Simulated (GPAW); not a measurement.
Au:

```
Au
1.0
    -1.65727    1.65727    1.65727
     1.65727   -1.65727    1.65727
     1.65727    1.65727   -1.65727
Au
1
Direct
  0.00000 0.00000 0.00000
```

This isn't the form of Au at room conditions, which is fcc.

| Quantity | Value |
| --- | --- |
| Program | GPAW 26.7.0 |
| Task | relaxation of cell and atoms |
| Functional | PBEsol |
| Dispersion | D3(BJ)+ATM |
| Potentials or basis | PAW data sets generated in the run's folder for this functional |
| Cutoff | 600 eV |
| Basis | pw |
| k mesh | 11 × 11 × 11 |
| Occupations | fermi-dirac, width 0.05 eV |
| Spin | no spin polarisation |

At the start: pressure -10.8 GPa; volume 18.21 Å³/atom.

Question: How do energy, volume and symmetry change on relaxing?

Answer: Over 4 steps the energy falls by 46.4 meV/atom and the volume is 16.95 Å³/atom (-6.9 %); space group Im-3m (No. 229, to 0.05 Å).

The path:
```
step  energy change (eV)  largest force (eV/Å)  pressure (GPa)  volume (Å³)
   1              0.0000                0.0000          -10.82        18.21
   2             -0.0428                0.0000           -3.38        17.27
   3             -0.0463                0.0000            0.58        16.89
   4             -0.0464                0.0000           -0.02        16.95
```

Final structure:
```
Au
1.0
    -1.61811    1.61811    1.61811
     1.61811   -1.61811    1.61811
     1.61811    1.61811   -1.61811
Au
1
Direct
  0.00000 0.00000 0.00000
```

Caveat: with this Au data set, volumes or pressures lay over 1.5 % or 2 GPa off other programs in two to four cells of ten; later steps reuse the first step's grids; pairwise dispersion overbinds metals, which lowers pressure and volume.
